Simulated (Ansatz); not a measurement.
Here is an Ansatz 0.2.0 calculation.

Contents of input.yaml:

```yaml
crystal:
  lattice:
    - [0.0, 1.964776, 1.964776]
    - [1.964776, 0.0, 1.964776]
    - [1.964776, 1.964776, 0.0]
  atoms:
    - { symbol: Zn, position: [0.0, 0.0, 0.0] }
hamiltonian:
  xc: pbesol
  pseudopotentials: { kind: paw }
kpoints:
  mp_grid: { grid: [12, 12, 12] }
scf:
  occupations: { method: fermi_dirac, width: 0.05 }
output:
  forces: true
  stress: true
  eigenvalues: true
relax:
  f_tol: 0.01
  max_steps: 40
  cell: { stress_tol: 0.05 }
```

Potentials or basis: Ansatz PAW.

The run is started by

```sh
$ ansatz run input.yaml --threads 2 --pin off --max-ram 5632MiB --backend cpu --events-out ev --progress --plain --runs-dir out
```

(1) Estimate the space group after relaxing (to 0.05 Å).

(2) Predict the relaxed volume.

## Answers

(1) Fm-3m (No. 225).

(2) 14.10 Å³/atom.

Caveat: the PAW data sets come from PBE, with cores solved anew for the run's functional, which leaves a small shift of forces and pressure.
